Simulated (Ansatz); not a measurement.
# Convergence of Al$_{3}$Cu$_{2}$ with the k-point mesh

Level of theory: Ansatz, DFT r2SCAN, scalar-relativistic, plane waves, PAW.

```
Al Cu
1.0
     4.04727    0.00740    0.02004
    -2.01722    3.48311   -0.01205
     0.02445   -0.00286    4.98070
Al Cu
3 2
Direct
  0.99914 0.99770 0.99621
  0.32394 0.61520 0.32464
  0.63611 0.32164 0.65240
  0.29369 0.65587 0.85498
  0.64885 0.29109 0.12956
```

* plane-wave cutoff: 500 eV
* occupation rule: Gaussian smearing, 0.1 eV
* spin treatment: unpolarised

The atoms are held and the k-point mesh is swept. Energies are extrapolated to zero smearing and count from the reference run, 8×8×6. The cell was strained and its atoms displaced at random, so that forces don't vanish. The meshes are Γ-centred. Pressure is positive in compression.

Times are rough; the reference took 2.5 min on 1 thread of Intel(R) Xeon(R) Processor @ 2.50GHz (Skylake/Cascade Lake), on a shared host, peak memory 0.73 GiB.

| mesh | ΔE (meV/atom) | P (GPa) | largest change of a force component (eV/Å) | irreducible points | wall time (s) |
| --- | --- | --- | --- | --- | --- |
| 1×1×1 | ? | ? | ? | ? | ? |
| 2×2×2 | 316 | 12.25 | 0.180 | 8 | 15 |
| 4×4×2 | -4.14 | 8.19 | 0.130 | 20 | 26 |
| 4×4×4 | ? | ? | ? | ? | ? |
| 6×6×4 | 1.47 | 7.24 | 0.019 | 76 | 62 |
| 8×8×6 | 0.00 | 7.23 | 0.000 | 196 | 150 |

(1) Fill in the withheld rows.

## Answers

(1) The withheld rows:

```csv
mesh,ΔE (meV/atom),P (GPa),largest change of a force component (eV/Å),irreducible points,wall time (s)
1×1×1,2200,16.54,1.415,1,11
4×4×4,19.0,7.80,0.061,36,38
```